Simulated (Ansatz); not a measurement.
## MnO, relaxed from a zincblende start to space group I-4m2 (read at 0.02 Å)

Method: r²SCAN, scalar-relativistic; collinear spin; PAW, 500 eV, Γ-centred 12×12×6 mesh, 0.05 eV Gaussian smearing; code Ansatz; PAW files: Ansatz's generated set soft_2.

```xyz
4
Lattice="0.0000 2.3885 2.3885 4.4685 2.3885 2.3885 4.4685 4.7769 0.0000" Properties=species:S:1:pos:R:3 pbc="T T T"
Mn    0.0000    0.0000    0.0000
O     1.1171    1.1942    1.1942
Mn    2.2343    2.3885    0.0000
O     3.3514    3.5827    1.1942
```

The start was a prototype's sites filled with these elements. The Crystallography Open Database lists the compound in space groups P63mc, Fm-3m (rock salt), so this is a trial structure.

Magnetic state: antiferromagnetic, site spin moments Mn 3.86, -3.86 μB.

The cell above was scaled in volume, and shape and atoms were relaxed at each volume within its symmetry. Energies are counted from the cell above.

At this volume the pressure is 0.04 GPa.

```
V (Å³/atom)  ΔE (meV/atom)  P (GPa)  gap on the mesh (eV)  largest moment (μB)
      12.24            7.9      5.1                  0.43                 3.80
      12.49            1.9      2.5                  0.42                 3.83
      12.75            0.0      0.0                  0.42                 3.86
      13.00              ?        ?                     ?                    ?
      13.26            7.0     -4.3                  0.44                 3.92
```

(1) Fill in the withheld row.

(2) What do the points give for the equilibrium volume, the bulk modulus and its pressure derivative (third-order Birch–Murnaghan)?

Answers:

(1) ΔE (meV/atom): 1.8, P (GPa): -2.2, gap on the mesh (eV): 0.43, largest moment (μB): 3.89.

(2) V0 = 12.75 Å³/atom, B0 = 117 GPa, B0′ = 3.2.

B0·V0 = 117.0 GPa × 12.75 Å³ = 9.31 eV/atom sets the scale: near the minimum ΔE ≈ ½ B0 V0 x², with x = V/V0 − 1, and a pressure of 1.2 GPa squeezes the volume by about 1 %. At the ends of the curve: x = −4.0 % predicts 7.5 meV/atom and the run gives 7.9; x = +4.0 % predicts 7.4 meV/atom and the run gives 7.0. The lopsidedness is anharmonic: atoms resist being pushed together more than being pulled apart.

The site moments grow with the volume, as the open shell mixes less with its neighbours.

The run wasn't fully tested for a lower electronic state. Site moments are of spin, integrated over atomic spheres.
